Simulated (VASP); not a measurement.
These are SCAN meta-GGA, VASP's PBE PAW potentials (set 64) (plane waves; VASP) values and carry that method's errors.

VASP input:

**POSCAR**
```
CsI
1
    4.5700000000     0.0000000000     0.0000000000
    0.0000000000     4.5700000000     0.0000000000
    0.0000000000     0.0000000000     4.5700000000
Cs I
1 1
Direct
  0.0000000000   0.0000000000   0.0000000000
  0.5000000000   0.5000000000   0.5000000000
```

### KPOINTS
```
Automatic
0
G
 5 5 5
0 0 0
```

### INCAR
```
! general
SYSTEM =CsI
PREC   =Accurate
ENCUT  =520
LREAL  =.False.
LASPH  =.True.

! electronic loop
EDIFF  =1E-6
NELM   =100
ALGO   =Normal
LMAXMIX=4
LMIXTAU=.True.

! smearing
ISMEAR =0
SIGMA  =0.05

! functional
METAGGA=SCAN

! ions
IBRION =2
NSW    =60
ISIF   =3
EDIFFG =-0.01

! output
LWAVE  =.False.
LCHARG =.False.
```

POTCAR, in this order: Cs_sv I (PBE.64 set). Program: vasp_std.

The run wrote:

### OUTCAR
```
 ion  position               nearest neighbor table
   1  0.000  0.000  0.000-
   2  0.500  0.500  0.500-
  LATTYP: Found a simple cubic cell.
 ALAT       =     4.5700000000
 Subroutine PRICEL returns:
 Original cell was already a primitive cell.
 Subroutine GETGRP returns: Found 48 space group operations
The static configuration has the point symmetry O_h .
The dynamic configuration has the point symmetry O_h .
 Subroutine INISYM returns: Found 48 space group operations
 Subroutine IBZKPT returns following result:
 Found     10 irreducible k-points:

 Following reciprocal coordinates:
            Coordinates               Weight
  0.000000  0.000000  0.000000      1.000000
  0.200000  0.000000  0.000000      6.000000
  0.400000  0.000000  0.000000      6.000000
  0.200000  0.200000  0.000000     12.000000
  0.400000  0.200000  0.000000     24.000000
  0.400000  0.400000  0.000000     12.000000
  0.200000  0.200000  0.200000      8.000000
  0.400000  0.200000  0.200000     24.000000
  0.400000  0.400000  0.200000     24.000000
...
```

### OSZICAR
```
       N       E                     dE             d eps       ncg     rms          rms(c)
DAV:   1     0.185059140275E+02    0.18506E+02   -0.63608E+03   240   0.113E+03
DAV:   2    -0.740105424269E+02   -0.92516E+02   -0.87317E+02   348   0.171E+02
DAV:   3    -0.811017825942E+02   -0.70912E+01   -0.70801E+01   316   0.547E+01
DAV:   4    -0.811869623568E+02   -0.85180E-01   -0.85170E-01   268   0.743E+00
DAV:   5    -0.811880583407E+02   -0.10960E-02   -0.10960E-02   316   0.888E-01    0.131E+00
DAV:   6    -0.785410065254E+02    0.26471E+01   -0.44950E-01   252   0.607E+00    0.142E+00
DAV:   7    -0.775321529951E+02    0.10089E+01   -0.34382E-01   248   0.469E+00    0.588E-01
DAV:   8    -0.779557206422E+02   -0.42357E+00   -0.26913E-01   240   0.550E+00    0.453E-01
DAV:   9    -0.777524292152E+02    0.20329E+00   -0.20011E-01   240   0.523E+00    0.283E-01
DAV:  10    -0.777941346825E+02   -0.41705E-01   -0.15051E-01   240   0.465E+00    0.283E-01
DAV:  11    -0.779344690154E+02   -0.14033E+00   -0.40000E-02   240   0.283E+00    0.236E-01
DAV:  12    -0.779400322565E+02   -0.55632E-02   -0.10073E-01   240   0.362E+00    0.184E-01
DAV:  13    -0.779334286041E+02    0.66037E-02   -0.24514E-03   276   0.673E-01    0.113E-01
DAV:  14    -0.779636026006E+02   -0.30174E-01   -0.13517E-02   240   0.143E+00    0.660E-02
DAV:  15    -0.779639443280E+02   -0.34173E-03   -0.33118E-04   296   0.193E-01    0.746E-02
DAV:  16    -0.779648479506E+02   -0.90362E-03   -0.41340E-04   240   0.248E-01    0.232E-02
DAV:  17    -0.779649251556E+02   -0.77205E-04   -0.19411E-04   240   0.240E-01    0.166E-02
DAV:  18    -0.779649270654E+02   -0.19098E-05   -0.20510E-06   248   0.138E-02    0.150E-02
DAV:  19    -0.779649282583E+02   -0.11929E-05   -0.10984E-05   240   0.456E-02    0.118E-02
DAV:  20    -0.779649250032E+02    0.32551E-05   -0.14253E-05   240   0.610E-02    0.896E-03
DAV:  21    -0.779649209999E+02    0.40034E-05   -0.78797E-06   240   0.419E-02    0.132E-02
DAV:  22    -0.779649203317E+02    0.66818E-06   -0.12151E-06   192   0.170E-02
   1 F= -.77964920E+02 E0= -.77964920E+02  d E =-.779649E+02
       N       E                     dE             d eps       ncg     rms          rms(c)
DAV:   1    -0.779696254845E+02   -0.47045E-02   -0.10941E-01   244   0.199E+00    0.326E-01
DAV:   2    -0.779668108979E+02    0.28146E-02   -0.52794E-03   240   0.586E-01    0.151E-01
DAV:   3    -0.779656378435E+02    0.11731E-02   -0.39145E-03   240   0.421E-01    0.734E-02
DAV:   4    -0.779658403569E+02   -0.20251E-03   -0.18207E-04   240   0.172E-01    0.667E-02
DAV:   5    -0.779656865205E+02    0.15384E-03   -0.32179E-05   252   0.791E-02    0.118E-02
DAV:   6    -0.779657118546E+02   -0.25334E-04   -0.69971E-05   240   0.104E-01    0.945E-03
DAV:   7    -0.779657031083E+02    0.87462E-05   -0.44713E-06   260   0.251E-02    0.172E-02
DAV:   8    -0.779656976467E+02    0.54616E-05   -0.92448E-06   240   0.397E-02    0.584E-03
DAV:   9    -0.779656954543E+02    0.21924E-05   -0.22140E-07   184   0.459E-03    0.284E-03
DAV:  10    -0.779656952185E+02    0.23588E-06   -0.91297E-08   124   0.427E-03
   2 F= -.77965695E+02 E0= -.77965695E+02  d E =-.774887E-03
       N       E                     dE             d eps       ncg     rms          rms(c)
DAV:   1    -0.779675543852E+02   -0.18589E-02   -0.46079E-02   244   0.129E+00    0.215E-01
DAV:   2    -0.779663858605E+02    0.11685E-02   -0.22191E-03   240   0.380E-01    0.985E-02
DAV:   3    -0.779658958530E+02    0.49001E-03   -0.16580E-03   240   0.275E-01    0.477E-02
DAV:   4    -0.779659714447E+02   -0.75592E-04   -0.88453E-05   240   0.124E-01    0.422E-02
DAV:   5    -0.779658764422E+02    0.95002E-04   -0.19796E-05   252   0.650E-02    0.591E-03
DAV:   6    -0.779658849138E+02   -0.84716E-05   -0.30719E-05   240   0.730E-02    0.582E-03
DAV:   7    -0.779658821479E+02    0.27659E-05   -0.14167E-06   196   0.136E-02    0.981E-03
DAV:   8    -0.779658746563E+02    0.74916E-05   -0.25578E-06   240   0.182E-02    0.299E-03
DAV:   9    -0.779658732921E+02    0.13642E-05   -0.15430E-07   140   0.523E-03    0.131E-03
DAV:  10    -0.779658732412E+02    0.50874E-07   -0.53583E-08   120   0.354E-03
   3 F= -.77965873E+02 E0= -.77965873E+02  d E =-.952910E-03
```

OUTCAR:
```
------------------------ aborting loop because EDIFF is reached ----------------------------------------
  FORCE on cell =-STRESS in cart. coord.  units (eV):
  Direction    XX          YY          ZZ          XY          YZ          ZX
  --------------------------------------------------------------------------------------
  Total        0.0122367      0.0122367      0.0122367      0.0000000      0.0000000      0.0000000
  in kB        0.2025180      0.2025180      0.2025180      0.0000000      0.0000000      0.0000000
  external PRESSURE =       0.2025180 kB  Pullay stress =       0.0000000 kB
  volume of cell :       96.81
      direct lattice vectors                 reciprocal lattice vectors
     4.591667162 -0.000000000  0.000000000     0.217785820 -0.000000000  0.000000000
     0.000000000  4.591667162  0.000000000     0.000000000  0.217785820 -0.000000000
     0.000000000  0.000000000  4.591667162     0.000000000  0.000000000  0.217785820
 POSITION                                       TOTAL-FORCE (eV/Angst)
 -----------------------------------------------------------------------------------
      0.00000      0.00000      0.00000        -0.000000      0.000000      0.000000
      2.29583      2.29583      2.29583         0.000000     -0.000000      0.000000
 -----------------------------------------------------------------------------------
    total drift:                               -0.000000      0.000000      0.000000
  FREE ENERGIE OF THE ION-ELECTRON SYSTEM (eV)
  ---------------------------------------------------
  free  energy   TOTEN  =       -77.9658732412 eV

  energy  without entropy=      -77.9658732412  energy(sigma->0) =      -77.96587324

 reached required accuracy - stopping structural energy minimisation
```
(Selected blocks of OUTCAR.)

**CONTCAR**
```
CsI
   1.00000000000000
     4.5916671617397729   -0.0000000000000000    0.0000000000000000
     0.0000000000000000    4.5916671617397729    0.0000000000000000
     0.0000000000000000    0.0000000000000000    4.5916671617397729
  Cs              I
     1     1
Direct
     0.0000000000000000    0.0000000000000000    0.0000000000000000
     0.5000000000000000    0.5000000000000000    0.5000000000000000
```

File OUTCAR:
```
 val. band max:        0.3626242128   @ k =   0.4000   0.4000   0.0000

 cond. band min:       4.8915635500   @ k =   0.0000   0.0000   0.0000


 Fermi energy:         0.6772313243

 k-point     1 :       0.0000    0.0000    0.0000
  band No.  band energies     occupation
      1     -20.6466      2.00000
      2     -10.5957      2.00000
      3      -6.9122      2.00000
      4      -6.9122      2.00000
      5      -6.9122      2.00000
      6       0.3139      2.00000
      7       0.3139      2.00000
      8       0.3139      2.00000
      9       4.8916      0.00000
     10       5.0301      0.00000
     11       5.0301      0.00000
     12       8.8104      0.00000

 k-point     2 :       0.2000    0.0000    0.0000
  band No.  band energies     occupation
      1     -20.6384      2.00000
      2     -10.5980      2.00000
      3      -6.9621      2.00000
      4      -6.8916      2.00000
      5      -6.8916      2.00000
      6      -0.2783      2.00000
      7       0.2676      2.00000
      8       0.2676      2.00000
      9       5.2714      0.00000
     10       5.6185      0.00000
     11       5.9210      0.00000
     12       8.7035      0.00000

 k-point     3 :       0.4000    0.0000    0.0000
  band No.  band energies     occupation
      1     -20.6249      2.00000
      2     -10.6047      2.00000
      3      -7.0278      2.00000
      4      -6.8577      2.00000
      5      -6.8577      2.00000
      6      -1.0049      2.00000
      7       0.1896      2.00000
      8       0.1896      2.00000
      9       5.8764      0.00000
     10       7.0633      0.00000
     11       7.4018      0.00000
     12       8.0698      0.00000

 k-point     4 :       0.2000    0.2000    0.0000
  band No.  band energies     occupation
      1     -20.6304      2.00000
      2     -10.5793      2.00000
      3      -7.0359      2.00000
      4      -6.9107      2.00000
      5      -6.8737      2.00000
      6      -0.3704      2.00000
...
```

Unless said otherwise, spin-orbit coupling is left out, though it shifts the bands of the heavy elements here.

The compound is CsI in the CsCl type structure. This run relaxes it. Symmetry was kept, so distortions that lower it aren't found.
